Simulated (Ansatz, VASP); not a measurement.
# Cross-check of GaAs (GaAs(110)) between VASP and Ansatz, part 2 of 3

Wanted: the spread between two codes on one cell, functional and k mesh. Of the first pair: The structure shown is the end of the VASP relaxation below. Valence electrons are named where the data sets of a main pair hold unlike numbers.

VASP 6.6.1 and Ansatz 0.2.0.

So far: Set-up; VASP: relaxation, PBE.

### 3. Ansatz: single point, PBE

Level of this step: Ansatz beside VASP: Kohn-Sham DFT, plane waves, PBE (Ansatz).

Ansatz runs on its default PAW (the set named soft_2) files.

The same cell, functional, mesh and smearing now go to Ansatz, which takes its cutoff from its data sets.

Contents of input.yaml:

```yaml
crystal:
  lattice:
    - [3.91051505, 0.0, 0.0]
    - [0.0, 5.53030342, 0.0]
    - [0.0, 0.0, 32.71708183]
  atoms:
    - { symbol: Ga, position: [0.0, 0.05696597, 0.25779527] }
    - { symbol: Ga, position: [0.5, 0.47540693, 0.30410128] }
    - { symbol: Ga, position: [0.0, 0.98410865, 0.37337533] }
    - { symbol: Ga, position: [0.5, 0.48291209, 0.43530878] }
    - { symbol: Ga, position: [0.0, 0.98658781, 0.5] }
    - { symbol: Ga, position: [0.5, 0.48291209, 0.56469122] }
    - { symbol: Ga, position: [0.0, 0.98410865, 0.62662467] }
    - { symbol: Ga, position: [0.5, 0.47540693, 0.69589872] }
    - { symbol: Ga, position: [0.0, 0.05696597, 0.74220473] }
    - { symbol: As, position: [0.0, 0.73962343, 0.30967751] }
    - { symbol: As, position: [0.5, 0.27837999, 0.23490784] }
    - { symbol: As, position: [0.0, 0.7440099, 0.4366884] }
    - { symbol: As, position: [0.5, 0.24679366, 0.37062355] }
    - { symbol: As, position: [0.0, 0.7440099, 0.5633116] }
    - { symbol: As, position: [0.5, 0.24701095, 0.5] }
    - { symbol: As, position: [0.0, 0.73962343, 0.69032249] }
    - { symbol: As, position: [0.5, 0.24679366, 0.62937645] }
    - { symbol: As, position: [0.5, 0.27837999, 0.76509216] }
hamiltonian:
  xc: pbe
  pseudopotentials: { kind: paw }
kpoints:
  mp_grid: { grid: [6, 5, 1] }
scf:
  occupations: { method: gaussian, width: 0.03 }
  n_extra_bands: 8
efield:
  axis: 3
  dipole_correction: true
  ramp_width: 0.04
output:
  forces: true
  eigenvalues: true
  write_density: true
  write_potential: true
  elf: true
  volumetric_format: npy
```

The run is started by

```sh
$ ansatz run input.yaml --threads 8 --pin off --max-ram 18432MiB --backend cpu --events-out ev --progress --plain --runs-dir out
```

Numbers of over 12 decimals in the logs are rounded to 6 here.

What it wrote:

```text
scf.n_extra_bands = 8 over 126 filled bands (N_el = 252.0): the run solves 134 bands
Engine: ansatz 0.2.0, aarch64-unknown-linux-gnu
Pseudopotentials: kind: paw
Pseudopotential: Ga, paw, valence charge 13, recommended cutoff 420 eV (normal), Ga.paw.azcp
Pseudopotential: As, paw, valence charge 15, recommended cutoff 420 eV (normal), As.paw.azcp
Functional definition: PBE
  parameter kappa = 0.804
  parameter beta = 0.066725
  exchange = pbe_x(kappa = kappa, mu = beta*pi^2/3)
  correlation = pbe_c(beta = beta)
Crystal: 18 atoms, lattice volume = 707.551 Å³
Basis set: ecut = 420 eV, 13899 PW (Γ), exchange–correlation on 54×80×450 points (8 copies of the dense FFT grid, shifted against one another)
Bands: 134, of which v1, the nominal top of the filled ones, is band 126 counted from 1 (125 counted from 0)
Symmetry: 2 space group operations
k-points: 12 of 30 (time reversal used)
Non-local potential: Ga, projectors of the file, l = 0: 2, l = 1: 2, l = 2: 3, l = 3: 1
Non-local potential: As, projectors of the file, l = 0: 2, l = 1: 2, l = 2: 3, l = 3: 1
PAW form: soft (Blöchl's): semilocal exchange-correlation on the pseudo side does not see the compensation charge
PAW one-centre angular grid: Ga, 590 points (default); XC on 64 Gauss nodes
PAW one-centre angular grid: As, 590 points (default); XC on 64 Gauss nodes
Initial density: superposition of atomic densities (neutral atoms: chi_scale 0, normalization atom), corrected by the library's trained network
Initial wavefunctions: pseudopotential atomic-orbital guess
Functional: x = pbe(κ = 0.804, μ = 0.219515), c = pbe(β = 0.066725)
SCF iter   1: F=—  HF=-77756.703797 eV  |F-HF|=—  |Δ(HF+E_count)|=         —  Δρ=1.53e-3  dr2=4.56e-2  ethr=1.77e-3  p=0.000 e·Å  D=7.33e-14 V/Å  ΔV_dip=-0.00 eV  dr2_dipole=4.71e-9  V_vac-E_F(+/−)=4.18/4.18 eV  ⟨swp⟩=6.5  Hψ=6140  notcnv=0
efield: sawtooth ramp at fractional position 0.9800 (placed from the atoms, in the widest stretch of the axis that holds none; the zero of the levels goes with the place), width 0.0400; the density the first Hamiltonian is built on has a dipole p = 0.000 e·Å; the dipole correction subtracts the counter field D = 7.33e-14 V/Å, which shifts the + side's vacuum level by -0.00 eV against the − side's; the planar-averaged density in the ramp window peaks in size at 7.2e-6 e/Å³
preconditioner: auto → Resta (q_TF=auto, 2.297 Å⁻¹)  ε∞=3.0  [insulator: Δε(μ)=0.571 eV  Ē_g=12.586 eV  σ=0.030 eV  W_gap=1.00  n_scr=156 (ndim 8)  ℏωp=17.8 eV  f_vac=0.416  D(μ)=0.00/eV (n_scr^D=0)  ε∞_Penn≈3.0  vacuum switching on, ρ_ref=1.1e-2 e/Å³]
SCF iter   2: F=—  HF=-77756.690291 eV  |F-HF|=—  |Δ(HF+E_count)|=   1.35e-2  Δρ=8.57e-4  dr2=2.94e-2  ethr=1.81e-5  p=0.000 e·Å  D=1.07e-5 V/Å  ΔV_dip=-0.00 eV  dr2_dipole=1.93e-8  V_vac-E_F(+/−)=4.30/4.30 eV  ⟨swp⟩=2.2  Hψ=3095  notcnv=0  defer=22
SCF iter   3: F=—  HF=-77756.688212 eV  |F-HF|=—  |Δ(HF+E_count)|=   2.08e-3  Δρ=5.74e-4  dr2=6.31e-3  ethr=1.17e-5  p=-0.000 e·Å  D=-3.19e-6 V/Å  ΔV_dip=0.00 eV  dr2_dipole=5.03e-9  V_vac-E_F(+/−)=4.20/4.20 eV  ⟨swp⟩=2.2  Hψ=1863  notcnv=0  defer=22
SCF iter   4: F=—  HF=-77756.688794 eV  |F-HF|=—  |Δ(HF+E_count)|=   5.82e-4  Δρ=3.22e-4  dr2=1.24e-3  ethr=2.50e-6  p=0.000 e·Å  D=4.58e-6 V/Å  ΔV_dip=-0.00 eV  dr2_dipole=1.42e-8  V_vac-E_F(+/−)=4.21/4.21 eV  ⟨swp⟩=2.0  Hψ=2491  notcnv=0  defer=22
SCF iter   5: F=—  HF=-77756.688618 eV  |F-HF|=—  |Δ(HF+E_count)|=   1.76e-4  Δρ=1.33e-4  dr2=1.39e-4  ethr=4.93e-7  p=-0.000 e·Å  D=-5.14e-6 V/Å  ΔV_dip=0.00 eV  dr2_dipole=8.19e-9  V_vac-E_F(+/−)=4.21/4.21 eV  ⟨swp⟩=2.0  Hψ=2462  notcnv=0  defer=22
SCF iter   6: F=—  HF=-77756.688669 eV  |F-HF|=—  |Δ(HF+E_count)|=   5.04e-5  Δρ=5.26e-5  dr2=2.84e-5  ethr=5.50e-8  p=0.000 e·Å  D=3.72e-5 V/Å  ΔV_dip=-0.00 eV  dr2_dipole=5.34e-7  V_vac-E_F(+/−)=4.20/4.21 eV  ⟨swp⟩=2.0  Hψ=3098  notcnv=0  defer=22
SCF iter   7: F=—  HF=-77756.688606 eV  |F-HF|=—  |Δ(HF+E_count)|=   6.29e-5  Δρ=1.87e-5  dr2=4.49e-6  ethr=1.13e-8  p=-0.000 e·Å  D=-3.79e-5 V/Å  ΔV_dip=0.00 eV  dr2_dipole=5.61e-7  V_vac-E_F(+/−)=4.21/4.21 eV  ⟨swp⟩=2.0  Hψ=3120  notcnv=0  defer=22
SCF iter   8: F=—  HF=-77756.688608 eV  |F-HF|=—  |Δ(HF+E_count)|=   2.07e-6  Δρ=7.89e-6  dr2=4.64e-6  ethr=1.78e-9  p=0.000 e·Å  D=1.11e-4 V/Å  ΔV_dip=-0.00 eV  dr2_dipole=4.73e-6  V_vac-E_F(+/−)=4.20/4.21 eV  ⟨swp⟩=2.0  Hψ=3098  notcnv=0  defer=22
SCF iter   9: F=—  HF=-77756.688607 eV  |F-HF|=—  |Δ(HF+E_count)|=   4.86e-7  Δρ=4.86e-6  dr2=4.04e-7  ethr=1.78e-9  p=-0.000 e·Å  D=-2.73e-5 V/Å  ΔV_dip=0.00 eV  dr2_dipole=2.82e-7  V_vac-E_F(+/−)=4.21/4.20 eV  ⟨swp⟩=2.0  Hψ=1811  notcnv=0  defer=22
SCF iter  10: F=-77756.688607 eV  HF=-77756.688607 eV  |F-HF|=2.03e-8  |Δ(HF+E_count)|=   1.72e-7  Δρ=2.13e-6  dr2=3.77e-8  ethr=3.97e-11  p=0.000 e·Å  D=9.40e-7 V/Å  ΔV_dip=-0.00 eV  dr2_dipole=2.61e-10  V_vac-E_F(+/−)=4.21/4.21 eV  ⟨swp⟩=14.1  Hψ=12282  notcnv=0
SCF 1 converged in 10 iterations: F = -77756.688607 eV  dr2 = 3.77e-8
  greatest PAW one-centre occupation: 0.999 electrons in one spin orbital (limit 2), on the As atom at site 10 (counted from 0), in its partial waves of l = 2
WARN: The output density's exchange-correlation potential varies sharply where the density is thin. Do not read a vacuum level from v_tot or v_xc, or from such a field of the output density. On a cell that repeats whose density bears no net charge and no dipole along the vacuum's axis use v_es (v_loc + v_h of the components); under efield.dipole_correction with no amplitude use v_es + v_field, which holds any externa [...]
SCF converged after 10 iterations
Free energy (F): -77756.688607 eV
Harris-Foulkes:  -77756.688607 eV  (|F-HF|=2.03e-8)
Internal energy: -77756.688607 eV  (E = F + TS)
E sigma→0 (E₀):  -77756.688607 eV
Fermi energy:    3.211542 eV
Dipole field:    D = -0.000011 V/Å  (p = -0.000041 e·Å, saw-weighted, corrected)
Work function:   Φ+ = 4.2054 eV   Φ− = 4.2050 eV
Levels:          The Fermi level and band energies are counted from a zero that moves with the ramp; work functions are not
--- Per-component energies (eV) ---
  E_band       = -4173.564245
  E_kinetic    = 1968.497350
  E_local      = -299951.825033  (includes V_loc(G=0)·N_el)
  E_nonlocal   = -2215.232065
  E_hartree    = 149433.218870
  E_xc         = -1333.573477
  E_vxc        = -1233.215740  (∫ρ·V_xc dr)
  E_paw        = -34413.711568  (= ΣΔE_a)
  E_vpaw       = -1608.201517  (= ΣTr[D̂ρ^β])
  E_aug_tail   = -0.001002  (compensation charges beyond the density's cutoff)
  E_efield     = 0.000000  (sawtooth field / dipole correction)
  E_vefield    = 0.000000  (∫n·V_field dr)
  E_ewald      = 108755.938319
  E_smearing   = -0.000000  (= −TS)
  E_closure    = -0.000000  (closes the sum)
  Σ components = -77756.688607   (vs F -77756.688607, Δ=0.00e0)
--- Forces (eV/Å), atoms counted from 1 ---
  atom   1  Ga    -0.00000000     0.01998240    -0.00179842
  atom   2  Ga    -0.00000000     0.04560509     0.02309903
  atom   3  Ga    -0.00000000     0.02270791    -0.00862757
  atom   4  Ga    -0.00000000     0.03687603    -0.00180984
  atom   5  Ga    -0.00000000    -0.00075620    -0.00000186
  atom   6  Ga    -0.00000000     0.03687830     0.00180491
  atom   7  Ga    -0.00000000     0.02271036     0.00862072
  atom   8  Ga    -0.00000000     0.04560530    -0.02310623
  atom   9  Ga    -0.00000000     0.01997816     0.00179663
  atom  10  As    -0.00000000     0.00886559    -0.00794302
  atom  11  As     0.00000000    -0.04732663     0.10806250
  atom  12  As    -0.00000000    -0.03131264    -0.02220111
  atom  13  As    -0.00000000    -0.03128886     0.01480808
  atom  14  As    -0.00000000    -0.03131353     0.02220437
  atom  15  As    -0.00000000    -0.04742729     0.00000108
  atom  16  As     0.00000000     0.00886607     0.00795274
  atom  17  As    -0.00000000    -0.03129002    -0.01479929
  atom  18  As    -0.00000000    -0.04732831    -0.10805837
  max |Σ_I F_I| component: 3.17e-5 eV/Å
--- Band table (eV; the first three rows and the last of 12) ---
  k-point 0: bands = [... 122 lower, 2.4308, 2.5271, 2.7856, 2.9136, 3.5520, 3.8268, 4.2593, 4.5936, ... 4 higher]
  k-point 1: bands = [... 122 lower, 2.1960, 2.3429, 2.4858, 2.5254, 3.8716, 4.2697, 4.4861, 4.4898, ... 4 higher]
  k-point 2: bands = [... 122 lower, 1.8229, 1.8908, 1.9295, 1.9369, 3.9176, 4.1096, 4.3259, 4.4757, ... 4 higher]
  k-point 11: bands = [... 122 lower, 1.1860, 1.2717, 1.6367, 1.6807, 3.5105, 3.9517, 4.0140, 4.9565, ... 4 higher]
```

Wall time 56 s (8 threads of Arm Neoverse N1, shared host); peak memory 3.8 GiB.

### 4. Side by side

Known differences besides the potentials themselves: the data sets hold 252 valence electrons in Ansatz (on its default PAW (the set named soft_2) files) and 72 in VASP; the cutoff is 420 eV in Ansatz and 320 eV in VASP (PREC = Normal, projectors in real space); VASP leaves aspherical gradient terms in its spheres out (LASPH is not set), Ansatz keeps them. Total energies have different zeros and are not compared.

The two programs side by side:

```tsv
quantity	Ansatz	VASP	difference
gap on the k mesh (eV)	0.597	0.605	-0.008
```

At this near-relaxed geometry the largest component of a force difference is 86 meV/Å. A gap on the mesh is an upper bound, since the band edges may lie between its points. With vacuum in the cell, a pressure given here is an average over mostly empty space and none of the material.

### 5. What the set-up changes

Further runs change the set-up of one program: Ansatz's method, potentials or start, or VASP's data sets, cutoff or form of LDA. The table gives Ansatz less VASP for each quantity, since a change that brings one quantity closer may part another.

```tsv
run	r.m.s. force difference (meV/Å)	gap on the k mesh (eV)
as above	24	-0.0076
norm-conserving potentials (cutoff 1143 eV)	21	-0.0015
```

### 6. VASP: band structure, PBE

The same path points are solved in both programs, so levels can be compared one by one.

Contents of INCAR:

```
SYSTEM = GaAs
PREC = Normal
ENCUT = 320
EDIFF = 1E-06
NELM = 120
ISMEAR = 0
SIGMA = 0.03
LREAL = Auto
ALGO = Fast
GGA = PE
NBANDS = 54
LORBIT = 11
LWAVE = .FALSE.
LCHARG = .TRUE.
KPAR = 2
IDIPOL = 3
LDIPOL = .TRUE.
DIPOL = 0.5 0.5 0.5
LVHAR = .TRUE.
LVACPOTAV = .TRUE.
NEDOS = 1500
```

Contents of POSCAR:

```
GaAs
1.0
    3.9105150539      0.0000000000      0.0000000000
    0.0000000000      5.5303034250      0.0000000000
    0.0000000000      0.0000000000     32.7170818320
Ga As
9 9
Direct
    0.0000000000      0.0569659719      0.2577952731
    0.5000000000      0.4754069305      0.3041012774
    0.0000000000      0.9841086481      0.3733753295
    0.5000000000      0.4829120903      0.4353087815
    0.0000000000      0.9865878115      0.5000000000
    0.5000000000      0.4829120903      0.5646912185
    0.0000000000      0.9841086481      0.6266246705
    0.5000000000      0.4754069305      0.6958987226
    0.0000000000      0.0569659719      0.7422047269
    0.0000000000      0.7396234293      0.3096775146
    0.5000000000      0.2783799919      0.2349078439
    0.0000000000      0.7440098999      0.4366883974
    0.5000000000      0.2467936599      0.3706235529
    0.0000000000      0.7440098999      0.5633116026
    0.5000000000      0.2470109451      0.5000000000
    0.0000000000      0.7396234293      0.6903224854
    0.5000000000      0.2467936599      0.6293764471
    0.5000000000      0.2783799919      0.7650921561
```

Contents of KPOINTS:

```
Automatic mesh
0
Gamma
6 5 1
0 0 0
```

Contents of KPOINTS_OPT:

```
Line mode
14
Line-mode
Reciprocal
  0.00000000   0.00000000   0.00000000 GAMMA
  0.50000000   0.00000000   0.00000000 X

  0.50000000   0.00000000   0.00000000 X
  0.50000000   0.50000000   0.00000000 S

  0.50000000   0.50000000   0.00000000 S
  0.00000000   0.50000000   0.00000000 Y

  0.00000000   0.50000000   0.00000000 Y
  0.00000000   0.00000000   0.00000000 GAMMA

  0.00000000   0.00000000   0.00000000 GAMMA
  0.50000000   0.50000000   0.00000000 S
```

PAW data sets: Ga and As (PBE family, release 64).

The run is started by

```sh
$ mpirun -np 4 vasp_std
```

What it wrote:

```text
[banner, memory and clock lines left out]
running    4 mpi-ranks, on    1 nodes
[...]
LDA part: xc-table for (Slater+PW92), standard interpolation
 POSCAR, INCAR and KPOINTS ok, starting setup
[...]
entering main loop
       N       E                     dE             d eps       ncg     rms          rms(c)
DAV:   1     0.296465714726E+03    0.29647E+03   -0.18810E+04  1312   0.693E+02
DAV:   2    -0.403430447332E+02   -0.33681E+03   -0.32521E+03  1754   0.149E+02
DAV:   3    -0.732026660741E+02   -0.32860E+02   -0.32430E+02  1560   0.489E+01
DAV:   4    -0.743861665527E+02   -0.11835E+01   -0.11801E+01  1712   0.104E+01
[...]
RMM:  20    -0.724496208029E+02   -0.76084E-05   -0.35431E-07   874   0.122E-03    0.367E-04
RMM:  21    -0.724496278620E+02   -0.70591E-05   -0.45008E-07  1055   0.123E-03    0.267E-04
RMM:  22    -0.724496285837E+02   -0.72164E-06   -0.55251E-08   592   0.634E-04
|                                                                             |
[...]
|     workfunction values.                                                    |
|                                                                             |

   1 F= -.72449629E+02 E0= -.72449629E+02  d E =-.522596E-12
 Start KPOINTS_OPT (optional k-point list driver)
k-point batch [1-12\70]
       N       E                     dE             ncg
DAV:   1    -0.388315484501E+03   -0.72351E+04     1296
DAV:   2    -0.436429344643E+04   -0.39760E+04     1716
DAV:   3    -0.477451287906E+04   -0.41022E+03     1592
DAV:   4    -0.478856479252E+04   -0.14052E+02     1736
[...]
DAV:   8    -0.478895712550E+04   -0.26512E-04     1616
DAV:   9    -0.478895712680E+04   -0.13002E-05     1272
DAV:  10    -0.478895712694E+04   -0.14164E-06     1048
[...]
k-point batch [61-70\70]
       N       E                     dE             ncg
DAV:   1    -0.243917422107E+03   -0.12632E+05     1080
DAV:   2    -0.351992018434E+04   -0.32760E+04     1438
DAV:   3    -0.383455495056E+04   -0.31463E+03     1320
DAV:   4    -0.384475681870E+04   -0.10202E+02     1440
[...]
DAV:   8    -0.384505710145E+04   -0.27570E-04     1448
DAV:   9    -0.384505710265E+04   -0.12000E-05     1056
DAV:  10    -0.384505710279E+04   -0.13738E-06      928
```

Parts of OUTCAR (step 6):

```text
  Total       14.4432281      8.6399967     -0.3442813      0.0000000      0.0000000      0.0000000
  in kB       32.7052422     19.5644065     -0.7795905      0.0000000      0.0000000      0.0000000
  external PRESSURE =      17.1633528 kB  Pullay stress =       0.0000000 kB

 POSITION                                       TOTAL-FORCE (eV/Angst)
 -----------------------------------------------------------------------------------
      0.00000      0.31504      8.43431         0.000000      0.003170      0.000618
      1.95526      2.62914      9.94931        -0.000000      0.018908      0.015742
      0.00000      5.44242     12.21575        -0.000000     -0.000410     -0.013053
      1.95526      2.67065     14.24203        -0.000000     -0.003759     -0.005296
      0.00000      5.45613     16.35854        -0.000000     -0.018219      0.000000
      1.95526      2.67065     18.47505        -0.000000     -0.003759      0.005296
      0.00000      5.44242     20.50133        -0.000000     -0.000410      0.013053
      1.95526      2.62914     22.76778        -0.000000      0.018908     -0.015742
      0.00000      0.31504     24.28277         0.000000      0.003170     -0.000618
      0.00000      4.09034     10.13174        -0.000000      0.009593      0.001073
      1.95526      1.53953      7.68550        -0.000000     -0.000505      0.022469
      0.00000      4.11460     14.28717        -0.000000     -0.009847     -0.016098
      1.95526      1.36484     12.12572        -0.000000      0.000884      0.002922
      0.00000      4.11460     18.42991        -0.000000     -0.009847      0.016098
[...]
-----------------------------------------------------------------------------------
    total drift:                                0.000000      0.005977      0.000011

  FREE ENERGIE OF THE ION-ELECTRON SYSTEM (eV)
  ---------------------------------------------------
  free  energy   TOTEN  =       -72.4496285837 eV

  energy  without entropy=      -72.4496285837  energy(sigma->0) =      -72.44962858

[... 2 parts as in an earlier step ...]

[... 1 further part left out ...]
[key lines of the parts left out:]
E-fermi :  -0.0807
```

[end of part 2 of 3]

[Lines on the potential files, build, host, timing and source positions are cut from VASP's logs without a mark.]

[Logs are printed without paths, hosts, clocks, repeated set-up lines and the standing remarks that a program may print on its own settings, such as how far it seeks lower states.]

[Hosts, paths, dates, database ids (printed as entryN), source tags and the programs' standing remarks are cut or masked in the printed files.]
